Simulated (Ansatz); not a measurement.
Stationary points along a deformation path in MgO

All numbers below come from Ansatz 0.2.0, DFT r2SCAN, scalar-relativistic, plane waves, PAW. Settings: plane waves to 500 eV, k-mesh 10×10×10 (Γ-centred), Gaussian smearing 0.05 eV. No spin polarisation. Energies are free energies at this smearing, counted from the undisturbed cell; pressure is positive in compression.

The undisturbed cell (as given, not relaxed at this level; it stands at -7.1 GPa):

```yaml
crystal:
  lattice:
    - [0.00000, 2.13515, 2.13515]
    - [2.13515, 0.00000, 2.13515]
    - [2.13515, 2.13515, 0.00000]
  atoms:
    - { symbol: Mg, position: [0.00000, 0.00000, 0.00000] }
    - { symbol: O, position: [0.50000, 0.50000, 0.50000] }
```

At fixed volume and fractional coordinates, lengths along (0.577, 0.577, 0.577) are scaled against those across it; ρ is that ratio over its starting value. V = 9.734 Å³/atom. Δσ is the stress along the axis less the mean stress across it (compression positive).

```
    ρ  ΔE (meV/atom)  Δσ (GPa) space group
0.500          824.3      0.00        Pm-3m
0.600          720.2     28.73         R-3m
0.710          454.0     46.07         R-3m
0.850          133.3     36.40         R-3m
0.930           29.5     19.29         R-3m
1.000            0.0      0.00        Fm-3m
1.080           38.2    -25.34         R-3m
1.200          233.1    -67.31         R-3m
1.410          916.8   -143.74         R-3m
1.700         2279.8   -196.06         R-3m
2.000         3517.4   -179.31         R-3m
```

Task: How does the stress give the slope of the energy, and where is the energy stationary?

Result: Along the path d ln(length) is 2/3 d ln ρ on the axis and −1/3 d ln ρ across it, so dE/d ln ρ = −(2/3) V Δσ: the energy falls with ρ where Δσ is positive. Δσ vanishes or changes sign at ρ = 0.500 (Pm-3m, an end of the scan), at 824.3 meV/atom; at ρ = 1.000 (Fm-3m), a minimum at 0.0 meV/atom. Pairs of stationary points between two samples would go unseen, and could change a minimum read from distant neighbours into a maximum. At ρ = 0.500, 1.000 the cell is cubic, where symmetry alone makes the stress isotropic and the slope zero.

Task: Which shear constant sets the curvature at ρ = 1?

Result: For a cubic crystal E/V = (2/3) C (ln ρ)² with C = C44, so Δσ = −2C ln ρ. The parabola of Δσ against ln ρ through ρ = 0.930, 1 and 1.080 gives C ≈ 148 GPa with the ions clamped, rough because the steps are large. It is the stress–strain coefficient at this cell's pressure of -7.1 GPa, not the zero-pressure constant.

The gap closes along the scan, which can put kinks into the curve.